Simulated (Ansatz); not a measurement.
A crystal relaxed with r2SCAN in Ansatz 0.2.0 has space group F-43m (No. 216) and a = 5.678 Å.

```csv
atom,site,x,y,z
Al,4a,0.0000,0.0000,0.0000
Xx,4d,0.2500,0.2500,0.7500
```

The r2SCAN gap is indirect, 1.81 eV (Γ to X), below the direct gap of 2.63 eV at Γ. HSE06 gives an indirect gap of 2.09 eV, from Γ to X; the least direct gap is 2.88 eV at Γ. Meshes: r2SCAN 8×8×8, HSE06 6×6×6.

Question: Which element is Xx?
A. As
B. Sb
C. Bi
D. N

Answer: A. Xx is As: AlAs (zincblende). Around Al lie 4 As at 2.46 Å; around As lie 4 Al at 2.46 Å.

Spin-unpolarised throughout; all numbers are computed.

The runs are scalar-relativistic, without spin-orbit coupling.

The meshes of the hybrids are coarse, so their gaps aren't converged to the digits shown.
